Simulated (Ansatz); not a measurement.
This script for the Python package of Ansatz (0.2.0) starts 5 runs on EuS, space group Fm-3m. What input does the engine get in each?

The script, `plus_u_eus.py`:
```python
# -*- coding: utf-8 -*-
import warnings

import ansatz as az
import numpy as np
import pandas as pd


def count_gap(report):
    # lowest empty less highest filled band, counting bands; zero where they overlap
    return max(report.get("gap_by_band_count_ev") or 0.0, 0.0)


def main():
    warnings.simplefilter("ignore", az.DeckWarning)

    lattice = az.Lattice.of(
        (0.0, 2.9785, 2.9785),
        (2.9785, 0.0, 2.9785),
        (2.9785, 2.9785, 0.0),
    )
    sites = [
        ("Eu", (0.0, 0.0, 0.0)),
        ("S", (0.5, 0.5, 0.5)),
    ]
    eus = az.Crystal(lattice=lattice)
    for symbol, position in sites:
        eus = eus.atom(symbol, position)
    eus = eus.moments(Eu=9.1)

    model = (
        eus.calculation()
        .kpoints(10, center="gamma")
        .functional(az.Functional.PBESOL)
        .basis(420)
        .occupations("fermi_dirac", width=150 * az.meV)
        .spin("collinear")
        .band_table()
    )
    rows = []
    for u in [0.0, 1.5, 3.0, 4.5, 6.0]:
        data = model.hubbard("Eu", "f", u_eff=u).run(threads=1, backend="cpu").report
        shell = data["hubbard"]["n_scf"]
        rows.append((u, count_gap(data), sum(shell) / len(shell), max(abs(m) for m in data["site_moments_mub"]), data["n_iterations"]))
    print(pd.DataFrame(rows, columns=["U_eff eV", "gap by band count eV", "Eu f occupation (projector)", "largest moment muB", "iterations"]).round(4).to_string(index=False))


if __name__ == "__main__":
    main()
```

Run 1:
```yaml
crystal:
  lattice:
    - [0.0, 2.9785, 2.9785]
    - [2.9785, 0.0, 2.9785]
    - [2.9785, 2.9785, 0.0]
  atoms:
    - { symbol: Eu, position: [0.0, 0.0, 0.0] }
    - { symbol: S, position: [0.5, 0.5, 0.5] }
basis:
  ecutwfc: 420.0
kpoints:
  mp_grid:
    grid: [10, 10, 10]
    shift: [0.0, 0.0, 0.0]
hamiltonian:
  xc: pbesol
  hubbard:
    - { species: Eu, l: f, u_eff: 0.0 }
magnetization:
  spin_polarized: true
  per_species:
    Eu: 9.1
scf:
  occupations:
    method: fermi_dirac
    width: 0.15
output:
  eigenvalues: true
```

Run 2, against run 1:
```diff
-    - { species: Eu, l: f, u_eff: 0.0 }
+    - { species: Eu, l: f, u_eff: 1.5 }
```

Run 3, against run 1:
```diff
-    - { species: Eu, l: f, u_eff: 0.0 }
+    - { species: Eu, l: f, u_eff: 3.0 }
```

Run 4, against run 1:
```diff
-    - { species: Eu, l: f, u_eff: 0.0 }
+    - { species: Eu, l: f, u_eff: 4.5 }
```

Run 5, against run 1:
```diff
-    - { species: Eu, l: f, u_eff: 0.0 }
+    - { species: Eu, l: f, u_eff: 6.0 }
```

```console
$ python plus_u_eus.py
 U_eff eV  gap by band count eV  Eu f occupation (projector)  largest moment muB  iterations
      0.0                0.0000                       6.8055              6.7138          12
      1.5                0.0000                       6.8752              6.7742          15
      3.0                0.0000                       6.9292              6.8171          18
      4.5                0.2196                       6.9632              6.8440          22
      6.0                0.5776                       6.9796              6.8589          21
```

From U = 0 to 6 eV the largest site moment goes from 6.71 to 6.86 μB.

What to keep in mind:
- Open f shells: with a Hubbard U, without spin-orbit coupling; the state reached hangs on the start and needn't be the lowest.
- A gap by band count of zero or less means overlapping bands, a metal.
- Of the deposited cell: the entry's cell lengths or inner coordinates differ somewhat from later room-temperature determinations.
- The starting cell is as deposited in a crystallographic database; the results hold for this polymorph, which needn't be the stable one.
- Gaps and levels are Kohn-Sham values on a finite set of k-points, without spin-orbit coupling.
- Shell occupations and the effect of U depend on the projectors; a run with no .spin step is spin-unpolarised, and each U may end in a state that isn't the lowest.
- The script silences the warnings on its input, which a real study should read.
- Finished in 2.4 min on 1 thread of Arm Neoverse V2, with other jobs on the host, peak memory 0.58 GiB.
